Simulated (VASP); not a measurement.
# CsH4 (P6/mmm) in VASP: further runs

Aim: see how the results for CsH4 move with the level of theory and the settings. Levels: PBE, LDA, BLYP+D3. Tasks: relaxation of cell and atoms, single point.

Everything below comes from runs of VASP 6.6.1. Logs are shortened: lines on timing, memory, paths and dates and some standing lists are left out, and cuts for length are marked.

## Step 1: Starting point

Symmetry: P6/mmm, No. 191, hexagonal system. The conventional cell has a = 3.588 Å, b = 3.588 Å, c = 5.004 Å, α = 90.00°, β = 90.00°, γ = 120.00°. Cs (site symmetry 6/mmm) has 2 H at 2.50 Å as nearest neighbours. H (site symmetry mmm) is surrounded by 6 H at 1.79 Å. H (site symmetry 6/mmm) is surrounded by 6 H at 1.79 Å.

The cell was built by a generator and needn't be a form met in nature.

## Step 2: Relaxation of cell and atoms, PBE

File INCAR:

```
ALGO = Normal
EDIFF = 1E-6
EDIFFG = -0.005
ENCUT = 600
GGA = PE
IBRION = 2
ISIF = 3
ISMEAR = 0
LASPH = True
LCHARG = False
LREAL = False
LWAVE = False
NELM = 60
NSW = 40
PREC = Accurate
SIGMA = 0.05
```

File KPOINTS:

```
k-points
0
Gamma
  9 9 6
```

File POSCAR:

```
CsH4
1.0
    3.5875000000      0.0000000000      0.0000000000
   -1.7937500000      3.1068700000      0.0000000000
    0.0000000000      0.0000000000      5.0044800000
Cs H
1 4
Direct
    0.0000000000      0.0000000000      0.5000000000
    0.5000000000      0.0000000000      0.0000000000
    0.0000000000      0.5000000000      0.0000000000
    0.5000000000      0.5000000000      0.0000000000
    0.0000000000      0.0000000000      0.0000000000
```

Potentials or basis: VASP PAW PBE potentials, release 64 (Cs_sv, H).

Command:

```console
cat potpaw_PBE.64/Cs_sv/POTCAR potpaw_PBE.64/H/POTCAR > POTCAR
mpirun -np 1 vasp_std > vasp.out
```

OUTCAR:

```text
EDIFF = 1E-6
   EDIFFG = -0.005
   ENCUT = 600
   GGA = PE
   IBRION = 2
   ISIF = 3
   ISMEAR = 0
   LASPH = True
   LREAL = False
   NELM = 60
   NSW = 40
   PREC = Accurate

 ion  position               nearest neighbor table
   1  0.000  0.000  0.500-
   2  0.500  0.000  0.000-
   3  0.000  0.500  0.000-
   4  0.500  0.500  0.000-
   5  0.000  0.000  0.000-

  LATTYP: Found a hexagonal cell.
 ALAT       =     3.5875000000
 C/A-ratio  =     1.3949770035

  Lattice vectors:

 A1 = (   3.5875000000,   0.0000000000,   0.0000000000)
 A2 = (  -1.7937500000,   3.1068700000,   0.0000000000)
 A3 = (   0.0000000000,   0.0000000000,   5.0044800000)

Analysis of symmetry for initial positions (statically):
=====================================================================
 Subroutine PRICEL returns:
 Original cell was already a primitive cell.

 Routine SETGRP: Setting up the symmetry group for a
 hexagonal supercell.

 Subroutine GETGRP returns: Found 24 space group operations
 (whereof 24 operations were pure point group operations)
 out of a pool of 24 trial point group operations.

The static configuration has the point symmetry D_6h.

Analysis of symmetry for dynamics (positions and initial velocities):
=====================================================================
 Subroutine PRICEL returns:
 Original cell was already a primitive cell.

 Routine SETGRP: Setting up the symmetry group for a
 hexagonal supercell.

 Subroutine GETGRP returns: Found 24 space group operations
 (whereof 24 operations were pure point group operations)
 out of a pool of 24 trial point group operations.

The dynamic configuration has the point symmetry D_6h.

 Subroutine INISYM returns: Found 24 space group operations
 (whereof 24 operations are pure point group operations),
 and found     1 'primitive' translations

----------------------------------------------------------------------------------------

                                     Primitive cell

  volume of cell :      55.7794

  direct lattice vectors                    reciprocal lattice vectors
     3.587500000  0.000000000  0.000000000     0.278745645  0.160933673  0.000000000
    -1.793750000  3.106870000  0.000000000     0.000000000  0.321867346  0.000000000
     0.000000000  0.000000000  5.004480000     0.000000000  0.000000000  0.199820960

  length of vectors
     3.587500000  3.587503346  5.004480000     0.321867646  0.321867346  0.199820960

  position of ions in fractional coordinates (direct lattice)
     0.000000000  0.000000000  0.500000000
     0.500000000  0.000000000  0.000000000
     0.000000000  0.500000000  0.000000000
     0.500000000  0.500000000  0.000000000
     0.000000000  0.000000000  0.000000000

  ion indices of the primitive-cell ions
   primitive index   ion index
                 1           1
                 2           2
                 3           3
                 4           4
                 5           5

----------------------------------------------------------------------------------------

 KPOINTS: k-points

Automatic generation of k-mesh.
 Grid dimensions read from file:
 generate k-points for:    9    9    6

 Generating k-lattice:

  Cartesian coordinates                     Fractional coordinates (reciprocal lattice)
     0.030971738  0.017881519  0.000000000     0.111111111  0.000000000  0.000000000
     0.000000000  0.035763038  0.000000000     0.000000000  0.111111111  0.000000000
     0.000000000  0.000000000  0.033303493     0.000000000  0.000000000  0.166666667

  Length of vectors
     0.035763072  0.035763038  0.033303493

  Shift w.r.t. Gamma in fractional coordinates (k-lattice)
     0.000000000  0.000000000  0.000000000

 Subroutine IBZKPT returns following result:
 ===========================================

 Found     48 irreducible k-points:

 Following reciprocal coordinates:
            Coordinates               Weight
  0.000000  0.000000  0.000000      1.000000
  0.111111  0.000000  0.000000      6.000000
  0.222222  0.000000  0.000000      6.000000
  0.333333  0.000000  0.000000      6.000000
  0.444444  0.000000  0.000000      6.000000
  0.111111  0.111111  0.000000      6.000000
[... 16 lines left out ...]
  0.333333  0.222222  0.166667     24.000000
  0.333333  0.333333  0.166667      4.000000
 [... further k-points ...]
   k-points           NKPTS =     48   k-points in BZ     NKDIM =     48   number of bands    NBANDS=     10
   number of dos      NEDOS =    301   number of ions     NIONS =      5
   total plane-waves  NPLWV =  36000
   dimension x,y,z NGX =    30 NGY =   30 NGZ =   40
   dimension x,y,z NGXF=    60 NGYF=   60 NGZF=   80
   ions per type =               1   4
   NGX,Y,Z   is equivalent  to a cutoff of  13.90, 13.90, 13.29 a.u.
   NGXF,Y,Z  is equivalent  to a cutoff of  27.80, 27.80, 26.58 a.u.
 SYSTEM =  unknown system
   PREC   = accura    normal or accurate (medium, high low for compatibility)
   ISTART =      0    job   : 0-new  1-cont  2-samecut
   ICHARG =      2    charge: 1-file 2-atom 10-const
   ISPIN  =      1    spin polarized calculation?
   LNONCOLLINEAR =      F non collinear calculations
   LSORBIT =      F    spin-orbit coupling
   LASPH  =      T    aspherical Exc in radial PAW
   ENCUT  =  600.0 eV  44.10 Ry    6.64 a.u.   7.17  7.17 10.00*2*pi/ulx,y,z
   NELM   =     60;   NELMIN=  2; NELMDL= -5     # of ELM steps
   EDIFF  = 0.1E-05   stopping-criterion for ELM
   LREAL  =      F    real-space projection
   EDIFFG = -.5E-02   stopping-criterion for IOM
   NSW    =     40    number of steps for IOM
   IBRION =      2    ionic relax: 0-MD 1-quasi-New 2-CG
   NFREE  =      1    steps in history (QN), initial steepest desc. (CG)
   ISIF   =      3    stress and relaxation
   ISYM   =      2    0-nonsym 1-usesym 2-fastsym
   POTIM  = 0.5000    time-step for ionic-motion
   TEBEG  =    0.0;   TEEND  =   0.0 temperature during run
   PSTRESS=    0.0 pullay stress
   NELECT =      13.0000    total number of electrons
   NUPDOWN=      -1.0000    fix difference up-down
   EMIN   =  10.00;   EMAX   =-10.00  energy-range for DOS
   EFERMI =   0.00;   METHOD = LEGACY
   ISMEAR =     0;   SIGMA  =   0.05  broadening in eV -4-tet -1-fermi 0-gaus
   EFERMI_NEDOS =   21; number of points for ismear=-14 and -15
   IALGO  =     38    algorithm
   IMIX   =      4    mixing-type and parameters
     AMIX     =   0.40;   BMIX     =  1.00
     AMIX_MAG =   1.60;   BMIX_MAG =  1.00
  volume/ion in A,a.u.               =      11.16        75.28
  Fermi-wavevector in a.u.,A,eV,Ry     =   1.007468  1.903839 13.809804  1.014992
  Thomas-Fermi vector in A             =   2.140275
   LORBIT       =      0    0 simple, 1 ext, 2 COOP (PROOUT), +10 PAW based schemes
   GGA     = PE    functional components
   LHFCALC =     F    Hartree Fock is set to
   AEXX    =    0.0000 exact exchange contribution
   IVDW    =     0    specifies the selected vdW correction
   LEPSILON=     F    determine dielectric tensor
   LRPA    =     F    only Hartree local field effects (RPA)
 conjugate gradient relaxation of ions
 non-spin polarized calculation
 Gauss-broadening in eV      SIGMA  =   0.05
  energy-cutoff  :      600.00
  volume of cell :       55.78
 maximum number of plane-waves:      1890
 NGX is ok and might be reduce to    30
   NGX = 15   NGY = 15   NGZ = 19

--------------------------------------- Ionic step        1  -------------------------------------------

 number of electron      13.0000002 magnetization

 Free energy of the ion-electron system (eV)
  ---------------------------------------------------
  ext. energy  EPLUGINS =         0.00000000
  ---------------------------------------------------
  free energy    TOTEN  =        -9.84826961 eV

  energy without entropy =       -9.84792116  energy(sigma->0) =       -9.84809539

------------------------ aborting loop because EDIFF is reached ----------------------------------------

  FORCE on cell =-STRESS in cart. coord.  units (eV):
  Direction    XX          YY          ZZ          XY          YZ          ZX
  --------------------------------------------------------------------------------------
  -------------------------------------------------------------------------------------
  Total        0.0568797      0.0568799      0.1489302      0.0000000      0.0000000      0.0000000
  in kB        1.6337826      1.6337867      4.2777902      0.0000000      0.0000000      0.0000000
  external PRESSURE =       2.5151198 kB  Pullay stress =       0.0000000 kB

 VOLUME and BASIS-vectors are now :
 -----------------------------------------------------------------------------
  energy-cutoff  :      600.00
  volume of cell :       55.78
      direct lattice vectors                 reciprocal lattice vectors
     3.587500000  0.000000000  0.000000000     0.278745645  0.160933673  0.000000000
    -1.793750000  3.106870000  0.000000000     0.000000000  0.321867346  0.000000000
     0.000000000  0.000000000  5.004480000     0.000000000  0.000000000  0.199820960
[... 118 lines left out ...]
 POSITION                                       TOTAL-FORCE (eV/Angst)
 -----------------------------------------------------------------------------------
      0.00000      0.00000      2.51026         0.000000      0.000000      0.000000
      1.79595      0.00000      0.00000        -0.000000     -0.000000      0.000000
     -0.89797      1.55534      0.00000        -0.000000     -0.000000      0.000000
      0.89797      1.55534      0.00000        -0.000000      0.000000      0.000000
      3.59189      0.00000      0.00000        -0.000000     -0.000000      0.000000
 -----------------------------------------------------------------------------------
    total drift:                               -0.000000     -0.000000      0.000000

  FREE ENERGIE OF THE ION-ELECTRON SYSTEM (eV)
  ---------------------------------------------------
  free  energy   TOTEN  =        -9.8485692921 eV

  energy  without entropy=       -9.8482207114  energy(sigma->0) =       -9.84839500

--------------------------------------- Ionic step        5  -------------------------------------------

 number of electron      13.0000002 magnetization

 Free energy of the ion-electron system (eV)
  ---------------------------------------------------
  ext. energy  EPLUGINS =         0.00000000
  ---------------------------------------------------
  free energy    TOTEN  =        -9.84858588 eV

  energy without entropy =       -9.84823728  energy(sigma->0) =       -9.84841158

 E-fermi :   3.1013     XC(G=0):  -9.1951

 val. band max:        2.9293863798   @ k =   0.4444   0.0000   0.1667
 cond. band min:       3.1013102334   @ k =   0.3333   0.0000   0.0000
 fundamental gap:      0.1719238535
 Fermi energy:         3.1013015458

 k-point     1 :       0.0000    0.0000    0.0000
  band No.  band energies     occupation
      1     -20.6972      2.00000
      2      -7.3412      2.00000
      3      -5.9024      2.00000
      4      -5.9024      2.00000
      5      -5.8341      2.00000
      6       3.2198      0.00080
      7       5.1080      0.00000
      8       5.1080      0.00000
      9       6.5695      0.00000
     10       8.1072      0.00000

 k-point     2 :       0.1111    0.0000    0.0000
  band No.  band energies     occupation
      1     -20.6367      2.00000
      2      -7.2716      2.00000
      3      -6.4348      2.00000
      4      -5.9971      2.00000
      5      -5.5531      2.00000
      6       3.4696      0.00000
      7       4.3362      0.00000
      8       5.1206      0.00000
      9       6.4909      0.00000
     10       7.4718      0.00000
[... 274 lines left out ...]
 k-point    24 :       0.3333    0.3333    0.1667
  band No.  band energies     occupation
      1     -20.0517      2.00000
      2      -8.1696      2.00000
      3      -8.1696      2.00000
      4      -6.7410      2.00000
      5      -0.9539      2.00000
      6      -0.9539      2.00000
      7      -0.9033      2.00000
      8       5.9239      0.00000
      9       5.9239      0.00000
     10       7.8792      0.00000

 [... further k-points ...]

------------------------ aborting loop because EDIFF is reached ----------------------------------------

  FORCE on cell =-STRESS in cart. coord.  units (eV):
  Direction    XX          YY          ZZ          XY          YZ          ZX
  --------------------------------------------------------------------------------------
  -------------------------------------------------------------------------------------
  Total        0.0133723      0.0133723     -0.0115902      0.0000000      0.0000000      0.0000000
  in kB        0.3817088      0.3817097     -0.3308398      0.0000000      0.0000000      0.0000000
  external PRESSURE =       0.1441929 kB  Pullay stress =       0.0000000 kB

 VOLUME and BASIS-vectors are now :
 -----------------------------------------------------------------------------
  energy-cutoff  :      600.00
  volume of cell :       56.13
      direct lattice vectors                 reciprocal lattice vectors
     3.593187187  0.000000000  0.000000000     0.278304455  0.160678951  0.000000000
    -1.796593593  3.111795266  0.000000000     0.000000000  0.321357903  0.000000000
     0.000000000 -0.000000000  5.019868005     0.000000000 -0.000000000  0.199208425

 POSITION                                       TOTAL-FORCE (eV/Angst)
 -----------------------------------------------------------------------------------
      0.00000     -0.00000      2.50993        -0.000000     -0.000000      0.000000
      0.00000      3.11180      0.00000         0.000000     -0.000000      0.000000
      2.69489      1.55590      0.00000        -0.000000      0.000000      0.000000
      0.89830      1.55590      5.01987         0.000000     -0.000000      0.000000
     -1.79659      3.11180      0.00000         0.000000      0.000000      0.000000
 -----------------------------------------------------------------------------------
    total drift:                               -0.000000      0.000000      0.000000

  FREE ENERGIE OF THE ION-ELECTRON SYSTEM (eV)
  ---------------------------------------------------
  free  energy   TOTEN  =        -9.8485858843 eV

  energy  without entropy=       -9.8482372779  energy(sigma->0) =       -9.84841158

 reached required accuracy - stopping structural energy minimisation
```

It took 81 s on 1 thread of Intel Xeon Platinum 8488C (Sapphire Rapids), shared host; peak memory 0.2 GiB.

What came out:

```
Free energy                            : -9.8486 eV
Relaxed volume                         : 11.23 Å³/atom
Relaxed cell                           : a = 3.593 Å, b = 3.593 Å, c = 5.020 Å, α = 90.00°, β = 90.00°, γ = 120.00°
Space group after relaxing (to 0.05 Å) : P6/mmm (No. 191)
Energy gained by relaxing              : 0.1 meV/atom
Ionic steps                            : 5
Pressure after relaxing                : 0.0 GPa
Band gap on the k mesh                 : none (metal or under the smearing width)
```

Step by step:
| step | energy change (eV) | largest force (eV/Å) | pressure (GPa) | volume (Å³) |
| --- | --- | --- | --- | --- |
| 1 | 0.0000 | 0.0000 | 0.25 | 55.78 |
| 2 | -0.0002 | 0.0000 | 0.15 | 55.92 |
| 3 | -0.0003 | 0.0000 | 0.04 | 56.08 |
| 4 | -0.0003 | 0.0000 | 0.03 | 56.10 |
| 5 | -0.0003 | 0.0000 | 0.01 | 56.13 |

Final structure:
```yaml
crystal:
  lattice:
    - [3.59319, 0.00000, 0.00000]
    - [-1.79659, 3.11180, 0.00000]
    - [0.00000, 0.00000, 5.01987]
  atoms:
    - { symbol: Cs, position: [0.00000, 0.00000, 0.50000] }
    - { symbol: H, position: [0.50000, 0.00000, 0.00000] }
    - { symbol: H, position: [0.00000, 0.50000, 0.00000] }
    - { symbol: H, position: [0.50000, 0.50000, 0.00000] }
    - { symbol: H, position: [0.00000, 0.00000, 0.00000] }
```

The run has no spin-orbit coupling, so splittings on Cs are missing.

## Step 3: Relaxation of cell and atoms, LDA

File INCAR:

```
ALGO = Normal ; EDIFF = 1E-6
EDIFFG = -0.01 ; ENCUT = 600
IBRION = 2 ; ISIF = 3
ISMEAR = 0 ; LASPH = T
LCHARG = F ; LREAL = F
LWAVE = F ; NELM = 60
NSW = 40 ; PREC = Accurate
SIGMA = 0.05
```

KPOINTS is that of step 2.

POSCAR is that of step 2.

Potentials or basis: VASP PAW LDA potentials, release 64 (Cs_sv, H).

Command:

```console
cat potpaw_LDA.64/Cs_sv/POTCAR potpaw_LDA.64/H/POTCAR > POTCAR
mpirun -np 1 vasp_std > vasp.out
```

It took 84 s on 1 thread of Intel Xeon Platinum 8488C (Sapphire Rapids), shared host; peak memory 0.18 GiB.

The run converged. Its results:

```yaml
Free_energy: -11.4892 eV
Relaxed_volume: 10.18 Å³/atom
Relaxed_cell: a = 3.466 Å, b = 3.466 Å, c = 4.892 Å, α = 90.00°, β = 90.00°, γ = 120.00°
Space_group_after_relaxing_to_0.05_Å: P6/mmm (No. 191)
Energy_gained_by_relaxing: 10.8 meV/atom
Ionic_steps: 6
Pressure_after_relaxing: 0.0 GPa
Band_gap_on_the_k_mesh: none (metal or under the smearing width)
```

The path:
| step | energy change (eV) | largest force (eV/Å) | pressure (GPa) | volume (Å³) |
| --- | --- | --- | --- | --- |
| 1 | 0.0000 | 0.0000 | -3.22 | 55.78 |
| 2 | -0.0309 | 0.0000 | -2.17 | 53.99 |
| 3 | -0.0514 | 0.0000 | -0.62 | 51.82 |
| 4 | -0.0534 | 0.0000 | 0.06 | 50.95 |
| 5 | -0.0542 | 0.0000 | 0.01 | 50.92 |
| 6 | -0.0542 | 0.0000 | 0.00 | 50.91 |

Final structure:
```xyz
5
Lattice="3.4665 0.0000 0.0000 -1.7332 3.0021 0.0000 0.0000 0.0000 4.8921" Properties=species:S:1:pos:R:3 pbc="T T T"
Cs    3.4665    0.0000    2.4461
H     1.7332    0.0000    0.0000
H    -0.8666    1.5010    0.0000
H     0.8666    1.5010    0.0000
H     0.0000    0.0000    0.0000
```

Levels at points of the mesh, in eV from the Fermi level:
| k point | band 3 | band 4 | band 5 | band 6 | band 7 | band 8 | band 9 | band 10 |
| --- | --- | --- | --- | --- | --- | --- | --- | --- |
| (0.00, 0.00, 0.00) | -9.45 | -8.46 | -8.46 | 0.27 | 2.45 | 2.45 | 4.22 | 5.50 |
| (0.00, 0.00, 0.50) | -8.45 | -8.45 | -6.64 | 0.60 | 2.87 | 2.89 | 3.18 | 3.18 |

The run has no spin-orbit coupling, so splittings on Cs are missing.

(Continued in part 2 of 2.)
